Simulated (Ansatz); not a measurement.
**MgO (Fm-3m), two-dimensional strain map**

Computed with Ansatz 0.2.0, DFT PBE, scalar-relativistic, plane waves, PAW. Settings: plane waves to 420 eV, k-mesh 10×10×10 (Γ-centred), Gaussian smearing 0.05 eV. No spin polarisation. Energies are free energies at this smearing, counted from the undisturbed cell; pressure is positive in compression.

Reference structure (relaxed at this level):

```yaml
crystal:
  lattice:
    - [0.00000, 2.12692, 2.12692]
    - [2.12692, 0.00000, 2.12692]
    - [2.12692, 2.12692, 0.00000]
  atoms:
    - { symbol: Mg, position: [0.00000, 0.00000, 0.00000] }
    - { symbol: O, position: [0.50000, 0.50000, 0.50000] }
```

The cell is strained by p along both x and y and by q along z, fractional coordinates fixed. Points are written (p, q).

Energy above the undisturbed cell in meV/atom (a dash: not computed):

```csv
p \ q,-0.050,-0.025,0.000,0.025,0.050
-0.050,118.2,84.2,64.7,56.0,55.4
-0.025,53.8,27.3,14.7,12.6,18.2
0.000,24.9,5.6,0.0,4.5,16.3
0.025,23.0,10.9,12.3,23.3,41.4
0.050,41.7,36.7,44.8,62.4,86.7
```

Pressure in GPa:

| p \ q | -0.050 | -0.025 | 0.000 | 0.025 | 0.050 |
| --- | --- | --- | --- | --- | --- |
| -0.050 | 31.5 | 25.1 | 19.9 | 15.7 | 12.3 |
| -0.025 | 19.0 | 13.2 | 8.6 | 4.9 | 1.9 |
| 0.000 | 9.4 | 4.2 | 0.0 | -3.3 | -6.0 |
| 0.025 | 2.1 | -2.7 | -6.5 | -9.5 | -11.8 |
| 0.050 | -3.4 | -7.9 | -11.4 | -14.1 | -16.2 |

Gap on the k-mesh in eV:

| p \ q | -0.050 | -0.025 | 0.000 | 0.025 | 0.050 |
| --- | --- | --- | --- | --- | --- |
| -0.050 | 6.05 | 5.72 | 5.41 | 5.10 | 4.82 |
| -0.025 | 5.45 | 5.21 | 4.91 | 4.63 | 4.37 |
| 0.000 | 4.90 | 4.68 | 4.46 | 4.20 | 3.95 |
| 0.025 | 4.39 | 4.19 | 3.99 | 3.80 | 3.56 |
| 0.050 | 3.92 | 3.74 | 3.56 | 3.38 | 3.21 |